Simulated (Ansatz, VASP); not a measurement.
Pd in VASP and in Ansatz

```xyz
1
Lattice="0.0000 1.9449 1.9449 1.9449 0.0000 1.9449 1.9449 1.9449 0.0000" Properties=species:S:1:pos:R:3 pbc="T T T"
Pd    0.0000    0.0000    0.0000
```

Alike in both runs: task single point; functional PBE; k mesh 24 × 24 × 24; occupations gaussian, width 0.15 eV; no spin polarisation.

|  | VASP | Ansatz |
| --- | --- | --- |
| version | VASP 6.6.1 | Ansatz 0.2.0 |
| potentials or method | VASP PAW PBE potentials, release 64 (Pd) | scalar-relativistic, plane waves, PAW |
| plane-wave cutoff (eV) | 520 | 420 |
| valence electrons in the cell | 10 | 18 |

|  | VASP | Ansatz | Ansatz less VASP |
| --- | --- | --- | --- |
| gap on the k mesh at the Fermi level (eV) | none | none | - |
| pressure (GPa) | 7.4 | 7.7 | +0.34 |

A gap of «none» marks a metal or a gap that the smearing closes. The two sets of potentials don't hold the same shells in valence.
